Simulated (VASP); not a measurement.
Wanted: the native input for a VASP 6.6.1 run.

```yaml
Task: relaxation of cell and atoms
Functional: PBE
Potentials_or_basis: VASP PAW PBE potentials, release 64 (Os_pv)
Cutoff: 600 eV
k_mesh: 11 × 11 × 6
Occupations: fermi-dirac, width 0.05 eV
Spin: no spin polarisation
Further_INCAR_settings: ALGO = Normal; EDIFF = 1e-06; IBRION = 2; EDIFFG = -0.005; NSW = 60; ISIF = 3
```

The structure of Os lies in POSCAR:

```
Os
1.0
    2.7341000000      0.0000000000      0.0000000000
   -1.3670500000      2.3678000565      0.0000000000
    0.0000000000      0.0000000000      4.3197000000
Os
2
Direct
    0.6666666667      0.3333333333      0.7500000000
    0.3333333333      0.6666666667      0.2500000000
```

The input as run:

INCAR

```
SYSTEM = Os
PREC     = Accurate       ! precision mode
ENCUT    = 600            ! plane-wave cutoff, eV
EDIFF    = 1E-6           ! SCF threshold, eV
ISMEAR   = -1             ! smearing method
SIGMA    = 0.05           ! smearing width, eV
LREAL    = .FALSE.        ! projectors in reciprocal space
LASPH    = .TRUE.         ! aspherical terms in the spheres
NELM     = 80             ! most SCF steps
ALGO     = Normal         ! electronic algorithm
ISIF     = 3              ! what is computed and relaxed
LWAVE    = .FALSE.        ! write WAVECAR
LCHARG   = .FALSE.        ! write CHGCAR
GGA      = PE             ! functional
IBRION   = 2              ! ionic algorithm
NSW      = 60             ! ionic steps
EDIFFG   = -0.005         ! ionic threshold
```

KPOINTS

```
regular mesh
0
G
  11 11 6
  0 0 0
```

Potentials or basis: VASP PAW PBE potentials, release 64 (Os_pv).

Launch:

```console
$ cat potpaw_PBE.64/Os_pv/POTCAR > POTCAR
$ mpirun -np 1 vasp_std > vasp.out
```

Results of the run:

```yaml
Relaxed_volume: 14.36 Å³/atom
Relaxed_cell: a = 2.759 Å, b = 2.759 Å, c = 4.359 Å, α = 90.00°, β = 90.00°, γ = 120.00°
Space_group_after_relaxing_to_0.05_Å: P6_3/mmc (No. 194)
Energy_gained_by_relaxing: 13.4 meV/atom
Ionic_steps: 9
Pressure_after_relaxing: 0.0 GPa
Band_gap_on_the_k_mesh: none (metal or under the smearing width)
```

Wall time 2.8 min on 1 thread of Intel(R) Xeon(R) Platinum 8375C CPU @ 2.90GHz (Ice Lake) (shared host), peak memory 0.19 GiB.
